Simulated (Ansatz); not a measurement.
# AlAs: the cost of one run

Computed with Ansatz 0.2.0 (DFT PBEsol, scalar-relativistic, plane waves, PAW, unless a step's input says otherwise).

### Step 1. The structure to begin with

The structure is cubic, space group F-43m (No. 216). The conventional cell has a = 5.661 Å, b = 5.661 Å, c = 5.661 Å, α = 90.00°, β = 90.00°, γ = 90.00°. Al (site symmetry -43m) has 4 As at 2.45 Å as nearest neighbours. As (site symmetry -43m) has 4 Al at 2.45 Å as nearest neighbours.

Structure file:

```cif
data_structure
_symmetry_space_group_name_H-M 'P 1'
_symmetry_Int_Tables_number 1
_cell_length_a 4.0028
_cell_length_b 4.0028
_cell_length_c 4.0028
_cell_angle_alpha 60.000
_cell_angle_beta 60.000
_cell_angle_gamma 60.000
_cell_volume 45.35
loop_
_atom_site_label
_atom_site_type_symbol
_atom_site_fract_x
_atom_site_fract_y
_atom_site_fract_z
_atom_site_occupancy
Al1 Al 0.00000 0.00000 0.00000 1
As1 As 0.75000 0.75000 0.75000 1
```

The cell is taken as given, not relaxed at this level.

### Step 2. The undisturbed cell

input.yaml reads:

```yaml
crystal:
  lattice:
    - [0.0, 2.8304, 2.8304]
    - [2.8304, 0.0, 2.8304]
    - [2.8304, 2.8304, 0.0]
  atoms:
    - { symbol: Al, position: [0.0, 0.0, 0.0] }
    - { symbol: As, position: [0.75, 0.75, 0.75] }
basis:
  ecutwfc: 300.0
kpoints:
  mp_grid: { grid: [6, 6, 6] }
hamiltonian:
  xc: pbesol
scf:
  occupations: { method: gaussian, width: 0.05 }
output:
  forces: true
  stress: true
  eigenvalues: true
```

On the command line:

```bash
$ ansatz run input.yaml --threads 1 --pin off --max-ram 2560MiB --backend cpu --events-out ev --progress --plain --runs-dir out
```

Q: Estimate wall time and peak memory on 1 thread of Intel Xeon at 2.70GHz, shared host.

About 1.6 s, with a peak of 0.29 GiB.
